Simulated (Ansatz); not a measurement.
Runs of Ansatz 0.2.0 on CuO. Symmetry: P-6m2, No. 187, hexagonal system. Conventional cell: a = 2.836 Å, b = 2.836 Å, c = 2.768 Å, α = 90.00°, β = 90.00°, γ = 120.00°. Around Cu (site symmetry -6m2) lie 6 O at 2.14 Å. Around O (site symmetry -6m2) lie 6 Cu at 2.14 Å. Measurements of this composition are mostly on another form, of space group No. 15.

| task | level | potentials or basis | cell | k mesh | cutoff (eV) | smearing | phonons | basis error allowed | mesh quality | gap on the mesh (eV) | pressure (GPa) | relaxed volume (Å³/atom) |
| --- | --- | --- | --- | --- | --- | --- | --- | --- | --- | --- | --- | --- |
| phonons | PBEsol | all-electron PAW datasets made for the crystal | as given | 11 × 11 × 10 | 450 | fermi-dirac 0.05 eV | method dfpt | - | not flagged | none | - | - |
| single point | PBE | all-electron LAPW, scalar-relativistic | as given | 7 × 7 × 6 | 331 | fermi-dirac 0.03 eV | - | 0.002 eV/atom | coarse | none | (a) | - |
| projected density of states | PBE | all-electron LAPW, scalar-relativistic | as given | 11 × 11 × 10 | 331 | fermi-dirac 0.05 eV | - | 0.002 eV/atom | not flagged | - | -0.5 | - |
| electric field gradients | PBE | all-electron PAW datasets made for the crystal | as given | 11 × 11 × 10 | 400 | fermi-dirac 0.05 eV | - | - | not flagged | none | -0.5 | - |
| single point | PBE | all-electron LAPW, scalar-relativistic | as given | 7 × 7 × 6 | 331 | fermi-dirac 0.04 eV | - | 0.002 eV/atom | coarse | none | -0.5 | - |
| relaxation of cell and atoms | LDA | all-electron LAPW, scalar-relativistic | relaxed | 9 × 9 × 8 | - | fermi-dirac 0.05 eV | - | 0.002 eV/atom | coarse | - | 0.0 | 8.86 |
| density of states | PBE | all-electron PAW datasets made for the crystal | as given | 11 × 11 × 10 | 400 | fermi-dirac 0.05 eV | - | - | not flagged | none | -0.5 | - |
| relaxation of cell and atoms | PBEsol | all-electron LAPW, scalar-relativistic | relaxed | 9 × 9 × 8 | - | fermi-dirac 0.05 eV | - | 0.002 eV/atom | coarse | - | 0.0 | 9.19 |

Alike in all rows: no spin polarisation.

**Question.** Fill in the values left out.

**Answer.** (a) -0.6.

Caveats: some runs use coarse meshes; the run has no spin polarisation, though such a crystal can be magnetic; an odd number of electrons without spin polarisation forces a metal (some runs); a magnetic or distorted state may lie lower (some runs); semilocal functionals often make such compounds metallic where correlation or magnetic order opens a gap, which also shifts bond lengths (some runs); the k mesh is thin for a metal, which can move the energy by tens of meV per atom (some runs); the program warned that the printed levels may be off, so bands, gaps and densities of states are rough (some runs); a metal's response needs a denser mesh (some runs).

A gap of «none» marks a metal or a gap under the smearing width.

The runs don't all hold the same shells in valence.
